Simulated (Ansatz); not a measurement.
## InAs, alloy series

Take InAs in the zinc blende structure (space group F-43m, No. 216; a = 6.087 Å) as the base.

The other end (x = 1) is CdAs in the zinc blende structure (space group F-43m, No. 216; a hypothetical phase, not in the database extracts checked): 27.16 Å³/atom, gap zero; this end may not be an ambient phase.

Cd replaces a fraction x of In; each row is one arrangement (x, atoms in the cell, starting space group or random), fully relaxed.

The values are results of Ansatz (a quantum-chemistry and plane-wave program) PBEsol, no spin-orbit coupling, not measurements.

Notes on the quantities. mixing energy: to 0.01 eV only: unlike meshes or grids; against an end that may be hypothetical; deviation of the volume from the linear: Vegard-type) interpolation.

```tsv
change	mixing energy	shortest interatomic distance	deviation of the volume from the linear
base	–	2.636 Å	–
x(Cd) = 0.333, 6 atoms, I-4m2	-0.01 eV/atom	2.613 Å	0.0 %
x(Cd) = 0.333, 6 atoms, P3m1	-0.01 eV/atom	2.604 Å	0.0 %
x(Cd) = 0.5, 4 atoms, P-4m2	-0.01 eV/atom	2.616 Å	-0.2 %
x(Cd) = 0.667, 6 atoms, P3m1	0.00 eV/atom	?	?
```

Task: What belongs in the blanks?

Result: 
- x(Cd) = 0.667, 6 atoms, P3m1, shortest interatomic distance: 2.587 Å
- x(Cd) = 0.667, 6 atoms, P3m1, deviation of the volume from the linear: -0.1 %

These are small ordered cells, not random alloys; other orderings at the same x differ. Whether these cells are dynamically stable was not tested. The final runs are not spin-polarised. An odd electron count without spin: CdIn2As3, CdAs and CdInAs2. A zero or small gap of InAs can be the functional's error rather than a property of the material.
